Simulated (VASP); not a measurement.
# Bi (Im-3m) in VASP: further runs

One crystal, Bi, is run at these levels: PBEsol; tasks: relaxation of cell and atoms, relaxation of the atoms.

Everything below comes from runs of VASP 6.6.1. Logs are shortened: lines on timing, memory, paths and dates and some standing lists are left out, and cuts for length are marked.

### 1 The crystal as given

It takes space group Im-3m (No. 229, cubic). The conventional cell has a = 3.963 Å, b = 3.963 Å, c = 3.963 Å, α = 90.00°, β = 90.00°, γ = 90.00°. Around Bi (site symmetry m-3m) lie 8 Bi at 3.43 Å.

This isn't the form of Bi at room conditions, which is rhombohedral.

### 2 Relaxation of cell and atoms, PBEsol

Contents of INCAR:

```
SYSTEM = Bi
PREC = Accurate
ENCUT = 600
EDIFF = 1E-6
ISMEAR = 1
SIGMA = 0.1
LREAL = .FALSE.
LASPH = .TRUE.
NELM = 80
ALGO = Normal
ISIF = 3
LWAVE = .FALSE.
LCHARG = .FALSE.
GGA = PS
IBRION = 2
NSW = 90
EDIFFG = -0.01
```

Contents of KPOINTS:

```
regular mesh
0
G
  14 14 14
  0 0 0
```

Contents of POSCAR:

```
Bi
1.0
   -1.9814305318      1.9814305318      1.9814305318
    1.9814305318     -1.9814305318      1.9814305318
    1.9814305318      1.9814305318     -1.9814305318
Bi
1
Direct
    0.0000000000      0.0000000000      0.0000000000
```

Potentials or basis: VASP PAW PBE potentials, release 64 (Bi_d).

Run with:

```console
> cat potpaw_PBE.64/Bi_d/POTCAR > POTCAR
> mpirun -np 1 vasp_std > vasp.out
```

OUTCAR:

```text
SYSTEM = Bi
   PREC = Accurate
   ENCUT = 600
   EDIFF = 1E-6
   ISMEAR = 1
   LREAL = .FALSE.
   LASPH = .TRUE.
   NELM = 80
   ISIF = 3
   GGA = PS
   IBRION = 2
   NSW = 90
   EDIFFG = -0.01

 ion  position               nearest neighbor table
   1  0.000  0.000  0.000-

  LATTYP: Found a body centered cubic cell.
 ALAT       =     3.9628610636

  Lattice vectors:

 A1 = (  -1.9814305318,   1.9814305318,   1.9814305318)
 A2 = (   1.9814305318,  -1.9814305318,   1.9814305318)
 A3 = (   1.9814305318,   1.9814305318,  -1.9814305318)

Analysis of symmetry for initial positions (statically):
=====================================================================
 Subroutine PRICEL returns:
 Original cell was already a primitive cell.

 Routine SETGRP: Setting up the symmetry group for a
 body centered cubic supercell.

 Subroutine GETGRP returns: Found 48 space group operations
 (whereof 48 operations were pure point group operations)
 out of a pool of 48 trial point group operations.

The static configuration has the point symmetry O_h .

Analysis of symmetry for dynamics (positions and initial velocities):
=====================================================================
 Subroutine PRICEL returns:
 Original cell was already a primitive cell.

 Routine SETGRP: Setting up the symmetry group for a
 body centered cubic supercell.

 Subroutine GETGRP returns: Found 48 space group operations
 (whereof 48 operations were pure point group operations)
 out of a pool of 48 trial point group operations.

The dynamic configuration has the point symmetry O_h .

 Subroutine INISYM returns: Found 48 space group operations
 (whereof 48 operations are pure point group operations),
 and found     1 'primitive' translations

----------------------------------------------------------------------------------------

                                     Primitive cell

  volume of cell :      31.1169

  direct lattice vectors                    reciprocal lattice vectors
    -1.981430532  1.981430532  1.981430532     0.000000000  0.252342937  0.252342937
     1.981430532 -1.981430532  1.981430532     0.252342937  0.000000000  0.252342937
     1.981430532  1.981430532 -1.981430532     0.252342937  0.252342937  0.000000000

  length of vectors
     3.431938353  3.431938353  3.431938353     0.356866804  0.356866804  0.356866804

  position of ions in fractional coordinates (direct lattice)
     0.000000000  0.000000000  0.000000000

  ion indices of the primitive-cell ions
   primitive index   ion index
                 1           1

----------------------------------------------------------------------------------------

 KPOINTS: regular mesh

Automatic generation of k-mesh.
 Grid dimensions read from file:
 generate k-points for:   14   14   14

 Generating k-lattice:

  Cartesian coordinates                     Fractional coordinates (reciprocal lattice)
     0.000000000  0.018024496  0.018024496     0.071428571  0.000000000  0.000000000
     0.018024496  0.000000000  0.018024496     0.000000000  0.071428571  0.000000000
     0.018024496  0.018024496  0.000000000     0.000000000  0.000000000  0.071428571

  Length of vectors
     0.025490486  0.025490486  0.025490486

  Shift w.r.t. Gamma in fractional coordinates (k-lattice)
     0.000000000  0.000000000  0.000000000

 Subroutine IBZKPT returns following result:
 ===========================================

 Found    104 irreducible k-points:

 Following reciprocal coordinates:
            Coordinates               Weight
  0.000000  0.000000  0.000000      1.000000
  0.071429  0.000000  0.000000     12.000000
  0.142857  0.000000  0.000000     12.000000
  0.214286  0.000000  0.000000     12.000000
  0.285714  0.000000  0.000000     12.000000
  0.357143  0.000000  0.000000     12.000000
[... 16 lines left out ...]
  0.285714  0.285714  0.000000     24.000000
  0.357143  0.285714  0.000000     24.000000
 [... further k-points ...]
   k-points           NKPTS =    104   k-points in BZ     NKDIM =    104   number of bands    NBANDS=     11
   number of dos      NEDOS =    301   number of ions     NIONS =      1
   total plane-waves  NPLWV =  21952
   dimension x,y,z NGX =    28 NGY =   28 NGZ =   28
   dimension x,y,z NGXF=    56 NGYF=   56 NGZF=   56
   ions per type =               1
   NGX,Y,Z   is equivalent  to a cutoff of  13.56, 13.56, 13.56 a.u.
   NGXF,Y,Z  is equivalent  to a cutoff of  27.13, 27.13, 27.13 a.u.
 SYSTEM =  Bi
   PREC   = accura    normal or accurate (medium, high low for compatibility)
   ISTART =      0    job   : 0-new  1-cont  2-samecut
   ICHARG =      2    charge: 1-file 2-atom 10-const
   ISPIN  =      1    spin polarized calculation?
   LNONCOLLINEAR =      F non collinear calculations
   LSORBIT =      F    spin-orbit coupling
   LASPH  =      T    aspherical Exc in radial PAW
   ENCUT  =  600.0 eV  44.10 Ry    6.64 a.u.   6.85  6.85  6.85*2*pi/ulx,y,z
   NELM   =     80;   NELMIN=  2; NELMDL= -5     # of ELM steps
   EDIFF  = 0.1E-05   stopping-criterion for ELM
   LREAL  =      F    real-space projection
   EDIFFG = -.1E-01   stopping-criterion for IOM
   NSW    =     90    number of steps for IOM
   IBRION =      2    ionic relax: 0-MD 1-quasi-New 2-CG
   NFREE  =      1    steps in history (QN), initial steepest desc. (CG)
   ISIF   =      3    stress and relaxation
   ISYM   =      2    0-nonsym 1-usesym 2-fastsym
   POTIM  = 0.5000    time-step for ionic-motion
   TEBEG  =    0.0;   TEEND  =   0.0 temperature during run
   PSTRESS=    0.0 pullay stress
   NELECT =      15.0000    total number of electrons
   NUPDOWN=      -1.0000    fix difference up-down
   EMIN   =  10.00;   EMAX   =-10.00  energy-range for DOS
   EFERMI =   0.00;   METHOD = LEGACY
   ISMEAR =     1;   SIGMA  =   0.10  broadening in eV -4-tet -1-fermi 0-gaus
   EFERMI_NEDOS =   21; number of points for ismear=-14 and -15
   IALGO  =     38    algorithm
   IMIX   =      4    mixing-type and parameters
     AMIX     =   0.40;   BMIX     =  1.00
     AMIX_MAG =   1.60;   BMIX_MAG =  1.00
  volume/ion in A,a.u.               =      31.12       209.99
  Fermi-wavevector in a.u.,A,eV,Ry     =   1.283630  2.425708 22.418388  1.647705
  Thomas-Fermi vector in A             =   2.415871
   LORBIT       =      0    0 simple, 1 ext, 2 COOP (PROOUT), +10 PAW based schemes
   GGA     = PS    functional components
   LHFCALC =     F    Hartree Fock is set to
   AEXX    =    0.0000 exact exchange contribution
   IVDW    =     0    specifies the selected vdW correction
   LEPSILON=     F    determine dielectric tensor
   LRPA    =     F    only Hartree local field effects (RPA)
 conjugate gradient relaxation of ions
 non-spin polarized calculation
 Methfessel and Paxton  Order N= 1 SIGMA  =   0.10
  energy-cutoff  :      600.00
  volume of cell :       31.12
 maximum number of plane-waves:      1055
   NGX = 13   NGY = 13   NGZ = 13

--------------------------------------- Ionic step        1  -------------------------------------------

 number of electron      14.9999994 magnetization

 Free energy of the ion-electron system (eV)
  ---------------------------------------------------
  ext. energy  EPLUGINS =         0.00000000
  ---------------------------------------------------
  free energy    TOTEN  =        -4.20591952 eV

  energy without entropy =       -4.20520674  energy(sigma->0) =       -4.20568192

------------------------ aborting loop because EDIFF is reached ----------------------------------------

  FORCE on cell =-STRESS in cart. coord.  units (eV):
  Direction    XX          YY          ZZ          XY          YZ          ZX
  --------------------------------------------------------------------------------------
  -------------------------------------------------------------------------------------
  Total       -0.4109715     -0.4109715     -0.4109715     -0.0000000     -0.0000000     -0.0000000
  in kB      -21.1604933    -21.1604933    -21.1604933     -0.0000000     -0.0000000     -0.0000000
  external PRESSURE =     -21.1604933 kB  Pullay stress =       0.0000000 kB

 VOLUME and BASIS-vectors are now :
 -----------------------------------------------------------------------------
  energy-cutoff  :      600.00
  volume of cell :       31.12
      direct lattice vectors                 reciprocal lattice vectors
    -1.981430532  1.981430532  1.981430532     0.000000000  0.252342937  0.252342937
     1.981430532 -1.981430532  1.981430532     0.252342937  0.000000000  0.252342937
     1.981430532  1.981430532 -1.981430532     0.252342937  0.252342937  0.000000000
[... 36 lines left out ...]
 POSITION                                       TOTAL-FORCE (eV/Angst)
 -----------------------------------------------------------------------------------
      0.00000      0.00000      0.00000         0.000000      0.000000      0.000000
 -----------------------------------------------------------------------------------
    total drift:                               -0.000000     -0.000000     -0.000000

  FREE ENERGIE OF THE ION-ELECTRON SYSTEM (eV)
  ---------------------------------------------------
  free  energy   TOTEN  =        -4.2115864735 eV

  energy  without entropy=       -4.2111649221  energy(sigma->0) =       -4.21144596

--------------------------------------- Ionic step        3  -------------------------------------------

 number of electron      15.0000000 magnetization

 Free energy of the ion-electron system (eV)
  ---------------------------------------------------
  ext. energy  EPLUGINS =         0.00000000
  ---------------------------------------------------
  free energy    TOTEN  =        -4.21406605 eV

  energy without entropy =       -4.21346854  energy(sigma->0) =       -4.21386688

 E-fermi :   8.1598     XC(G=0): -10.6284

 val. band max:        8.1458962869   @ k =  -0.3571   0.3571   0.2857
 cond. band min:       8.1698402892   @ k =  -0.4286   0.4286   0.2857
 fundamental gap:      0.0239440023
 Fermi energy:         8.1597630759

 k-point     1 :       0.0000    0.0000    0.0000
  band No.  band energies     occupation
      1     -14.7475      2.00000
      2     -14.7475      2.00000
      3     -14.7475      2.00000
      4     -14.5993      2.00000
      5     -14.5993      2.00000
      6      -5.5720      2.00000
      7      13.6418      0.00000
      8      13.6418      0.00000
      9      13.6418      0.00000
     10      17.8544      0.00000
     11      18.7250      0.00000

 k-point     2 :       0.0714    0.0000    0.0000
  band No.  band energies     occupation
      1     -14.7497      2.00000
      2     -14.7436      2.00000
      3     -14.7358      2.00000
      4     -14.6020      2.00000
      5     -14.5997      2.00000
      6      -5.4743      2.00000
      7      12.6075      0.00000
      8      13.3316      0.00000
      9      13.5463      0.00000
     10      17.7832      0.00000
     11      18.2679      0.00000
[... 295 lines left out ...]
 k-point    24 :       0.3571    0.2857    0.0000
  band No.  band energies     occupation
      1     -14.7572      2.00000
      2     -14.6607      2.00000
      3     -14.6379      2.00000
      4     -14.5934      2.00000
      5     -14.5662      2.00000
      6      -1.7990      2.00000
      7       4.3081      2.00000
      8       5.4163      2.00000
      9      10.6700      0.00000
     10      17.0121      0.00000
     11      18.8532      0.00000

 [... further k-points ...]

------------------------ aborting loop because EDIFF is reached ----------------------------------------

  FORCE on cell =-STRESS in cart. coord.  units (eV):
  Direction    XX          YY          ZZ          XY          YZ          ZX
  --------------------------------------------------------------------------------------
  -------------------------------------------------------------------------------------
  Total        0.0036352      0.0036352      0.0036352     -0.0000000      0.0000000     -0.0000000
  in kB        0.1946160      0.1946160      0.1946160     -0.0000000      0.0000000     -0.0000000
  external PRESSURE =       0.1946160 kB  Pullay stress =       0.0000000 kB

 VOLUME and BASIS-vectors are now :
 -----------------------------------------------------------------------------
  energy-cutoff  :      600.00
  volume of cell :       29.93
      direct lattice vectors                 reciprocal lattice vectors
    -1.955835469  1.955835469  1.955835469     0.000000000  0.255645226  0.255645226
     1.955835469 -1.955835469  1.955835469     0.255645226  0.000000000  0.255645226
     1.955835469  1.955835469 -1.955835469     0.255645226  0.255645226  0.000000000

 POSITION                                       TOTAL-FORCE (eV/Angst)
 -----------------------------------------------------------------------------------
      0.00000      0.00000      0.00000         0.000000      0.000000      0.000000
 -----------------------------------------------------------------------------------
    total drift:                               -0.000000     -0.000000     -0.000000

  FREE ENERGIE OF THE ION-ELECTRON SYSTEM (eV)
  ---------------------------------------------------
  free  energy   TOTEN  =        -4.2140660495 eV

  energy  without entropy=       -4.2134685444  energy(sigma->0) =       -4.21386688

 reached required accuracy - stopping structural energy minimisation
```

Wall time 85 s (1 thread of Intel Xeon Platinum 8488C (Sapphire Rapids), shared host); peak memory 0.19 GiB.

What came out:

```yaml
Free_energy: -4.2141 eV
Relaxed_volume: 29.93 Å³/atom
Relaxed_cell: a = 3.388 Å, b = 3.388 Å, c = 3.388 Å, α = 109.47°, β = 109.47°, γ = 109.47°
Space_group_after_relaxing_to_0.05_Å: Im-3m (No. 229)
Energy_gained_by_relaxing: 8.1 meV/atom
Ionic_steps: 3
Pressure_after_relaxing: 0.0 GPa
Band_gap_on_the_k_mesh: none (metal or under the smearing width)
```

The path:
```
step  energy change (eV)  largest force (eV/Å)  pressure (GPa)  volume (Å³)
   1              0.0000                0.0000           -2.12        31.12
   2             -0.0057                0.0000            1.28        29.30
   3             -0.0081                0.0000            0.02        29.93
```

Final structure:
```xyz
1
Lattice="-1.9558 1.9558 1.9558 1.9558 -1.9558 1.9558 1.9558 1.9558 -1.9558" Properties=species:S:1:pos:R:3 pbc="T T T"
Bi    0.0000    0.0000    0.0000
```

Caveat: the PAW data sets were made with another functional, which shifts forces and pressure a little; spin-orbit coupling is left out, which moves the levels of the heavy elements.

### 3 Relaxation of cell and atoms, PBEsol

This run uses another cell than the first one, of 29.93 Å³/atom, 0.962 times its volume.

INCAR: that of step 2 with these lines changed.

```diff
@@ -3,3 +3,3 @@
 ENCUT = 600
-EDIFF = 1E-6
+EDIFF = 1E-7
 ISMEAR = 1
@@ -16,2 +16,2 @@
 NSW = 90
-EDIFFG = -0.01
+EDIFFG = -0.005
```

KPOINTS is that of step 2.

Contents of POSCAR:

```
Bi                                      
1.0
   -1.9558354687      1.9558354687      1.9558354687
    1.9558354687     -1.9558354687      1.9558354687
    1.9558354687      1.9558354687     -1.9558354687
  Bi            
     1
Direct
     0.0000000000000000    0.0000000000000000    0.0000000000000000
```

Potentials or basis: VASP PAW PBE potentials, release 64 (Bi_d).

Run with:

```console
> cat potpaw_PBE.64/Bi_d/POTCAR > POTCAR
> mpirun -np 1 vasp_std > vasp.out
```

Wall time 32 s (1 thread of Intel Xeon Platinum 8488C (Sapphire Rapids), shared host); peak memory 0.18 GiB.

Results (log left out):

* Free energy: -4.2139 eV
* Pressure after relaxing: 0.0 GPa
* Band gap on the k mesh: none (metal or under the smearing width)

Final structure:
```
CELL_PARAMETERS angstrom
-1.95584 1.95584 1.95584
1.95584 -1.95584 1.95584
1.95584 1.95584 -1.95584
ATOMIC_POSITIONS crystal
Bi 0.00000 0.00000 0.00000
```

Levels at points of the mesh, in eV from the Fermi level:
```
           k point  band 5  band 6  band 7  band 8  band 9  band 10
(0.00, 0.00, 0.00)  -22.76  -13.73    5.48    5.48    5.48     9.69
(0.50, 0.00, 0.00)  -22.67  -10.46   -5.23    1.73    3.64     6.18
(0.50, 0.50, 0.50)  -22.69   -8.17   -1.81   -1.81   -1.81     3.56
```

Caveat: the relaxation stopped at its first step, so nothing moved; the PAW data sets were made with another functional, which shifts forces and pressure a little; spin-orbit coupling is left out, which moves the levels of the heavy elements.

### 4 Relaxation of the atoms, PBEsol (a relaxed cell with its volume scaled by 0.94)

Contents of INCAR:

```
SYSTEM = Bi
PREC = Accurate
ENCUT = 600
EDIFF = 1E-7
ISMEAR = 1
SIGMA = 0.1
LREAL = .FALSE.
LASPH = .TRUE.
NELM = 80
ALGO = Fast
ISIF = 2
LWAVE = .FALSE.
LCHARG = .FALSE.
GGA = PS
IBRION = 2
NSW = 40
EDIFFG = -0.01
```

KPOINTS is that of step 3.

Contents of POSCAR:

```
Bi                                      
1.0
   -1.9159092561      1.9159092561      1.9159092561
    1.9159092561     -1.9159092561      1.9159092561
    1.9159092561      1.9159092561     -1.9159092561
  Bi            
     1
Direct
     0.0000000000000000    0.0000000000000000    0.0000000000000000
```

Run with:

```console
> cat potpaw_PBE.64/Bi_d/POTCAR > POTCAR
> mpirun -np 1 vasp_std > vasp.out
```

It took 42 s on 1 thread of Intel Xeon Platinum 8488C (Sapphire Rapids), shared host; peak memory 0.18 GiB.

It converged, with:

| Property | Result |
| --- | --- |
| Free energy | -4.1915 eV |
| Pressure after relaxing | 4.2 GPa |
| Band gap on the k mesh | none (metal or under the smearing width) |

Final structure:
```xyz
1
Lattice="-1.9159 1.9159 1.9159 1.9159 -1.9159 1.9159 1.9159 1.9159 -1.9159" Properties=species:S:1:pos:R:3 pbc="T T T"
Bi    0.0000    0.0000    0.0000
```

Levels at points of the mesh, in eV from the Fermi level:
```tsv
k point	band 5	band 6	band 7	band 8	band 9	band 10
(0.00, 0.00, 0.00)	-22.82	-14.23	5.94	5.94	5.94	10.54
(0.50, 0.00, 0.00)	-22.70	-10.58	-5.65	1.82	3.77	6.40
(0.50, 0.50, 0.50)	-22.73	-7.98	-1.99	-1.99	-1.99	3.48
```

Caveat: the relaxation stopped at its first step, so nothing moved; the PAW data sets were made with another functional, which shifts forces and pressure a little; spin-orbit coupling is left out, which moves the levels of the heavy elements.
